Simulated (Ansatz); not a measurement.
Reaction (substitution at a C–C bond): `CCOCC` + `[SiH]S` → `CS[SiH]` + `CCOC`

Program: Ansatz. Geometries: PBE0-D4/def2-TZVP. ΔE: electronic, gas phase. CCSD(T)/CBS is the MP2 limit (def2-TZVPP, def2-QZVPP) plus CCSD(T) − MP2 in def2-TZVPP, frozen cores. This one scheme is used for every species. Functionals use def2-TZVPP. B3LYP here is the variant with VWN-RPA as its local correlation; programs differ in this. HSE06 is defined as in plane-wave codes. Each species was taken in one conformer, which may not be the lowest.

`CCOCC`:

Cartesian coordinates in Å:
```
C -1.559 -1.249 1.239
C -0.865 -0.138 0.493
O 0.068 -0.708 -0.390
C 0.693 0.217 -1.247
C 1.730 1.085 -0.562
H -0.836 -1.838 1.807
H -2.295 -0.840 1.935
H -2.073 -1.917 0.543
H -0.371 0.541 1.203
H -1.595 0.461 -0.075
H 1.169 -0.382 -2.028
H -0.068 0.847 -1.734
H 2.479 0.463 -0.065
H 1.284 1.748 0.182
H 2.239 1.712 -1.299
```

`[SiH]S`:

Cartesian coordinates in Å:
```
Si -0.188 1.072 0.207
S 0.084 -0.993 -0.167
H 1.279 1.307 -0.141
H -1.175 -1.386 0.101
```

`CS[SiH]`:

```xyz
7

C     0.107   -1.045   -0.347
S     0.788    0.593    0.025
Si   -0.867    1.684    0.700
H     0.618   -1.788    0.265
H    -0.964   -1.072   -0.139
H     0.281   -1.269   -1.399
H     0.038    2.896    0.894
```

`CCOC`:

Z-matrix (Å, degrees):
```
C
C 1 1.507
H 1 1.092 2 110.6
H 1 1.092 2 110.6 3 -119.9
H 1 1.092 2 110.4 3 120.0
O 2 1.405 1 108.9 3 59.9
H 2 1.102 1 110.6 3 -60.9
H 2 1.102 1 110.6 3 -179.2
C 6 1.399 2 112.4 1 180.0
H 9 1.090 6 107.7 2 -180.0
H 9 1.100 6 111.6 2 60.6
H 9 1.100 6 111.6 2 -60.6
```

```csv
level,ΔE (kJ/mol),difference from CCSD(T)/CBS
LDA (SPW92),13.1,-0.3
revPBE-D4,6.6,-6.8
BLYP-D4,7.7,-5.7
r2SCAN-D4,10.3,-3.1
B97M-V,13.2,-0.2
PBE0-D4,10.6,-2.8
r2SCAN0-D4,12.4,-1.0
HSE06-D4,10.3,-3.1
BHLYP-D4,13.7,0.3
CAM-B3LYP-D4,15.0,1.6
ωB97X-V,14.5,1.1
ωB97M-V,14.6,1.2
B2PLYP,11.7,-1.7
PBE-QIDH,12.7,-0.7
PBE,7.3,-6.1
revPBE,5.4,-8.0
BLYP,8.0,-5.4
r2SCAN,10.0,-3.4
PBE0,10.5,-2.9
B3LYP,11.0,-2.4
r2SCANh,10.9,-2.5
r2SCAN0,12.1,-1.3
HSE06,10.3,-3.1
CAM-B3LYP,15.0,1.6
LC-ωPBE,14.0,0.6
RPA@PBE/def2-TZVPP,17.7,4.3
HF/def2-SVP,27.0,13.6
MP2/def2-SVP,24.1,10.7
CCSD/def2-SVP,27.9,14.5
CCSD(T)/def2-SVP,26.6,13.2
HF/def2-TZVPP,17.5,4.1
MP2/def2-TZVPP,13.0,-0.4
SCS-MP2/def2-TZVPP,13.8,0.4
CCSD/def2-TZVPP,18.3,4.9
CCSD(T)/def2-TZVPP,16.3,2.9
HF/def2-QZVPP,17.1,3.7
MP2/def2-QZVPP,11.2,-2.2
HF/CBS(def2),17.1,3.7
MP2/CBS(def2),10.1,-3.3
CCSD/CBS(def2),15.4,2.0
CCSD(T)/CBS,13.4,0
```

Largest T1 diagnostic among the species: 0.016.

Leaving LDA and LC-ωPBE aside and taking each functional with its dispersion term where it has one, the values spread over 8.4 kJ/mol, from revPBE-D4 to CAM-B3LYP-D4. LDA lies +5.8 kJ/mol from PBE without D4. From BLYP to BHLYP (50 % exact exchange), in def2-TZVPP and without D4, ΔE moves by +6.8 kJ/mol. At CCSD(T), def2-SVP lies +13.2 kJ/mol from the extrapolated value and def2-TZVPP +2.9 kJ/mol.

CCSD(T)/CBS has its own doubt, a few kJ/mol and more with outer-core shells, so smaller differences from it don't rank the levels.
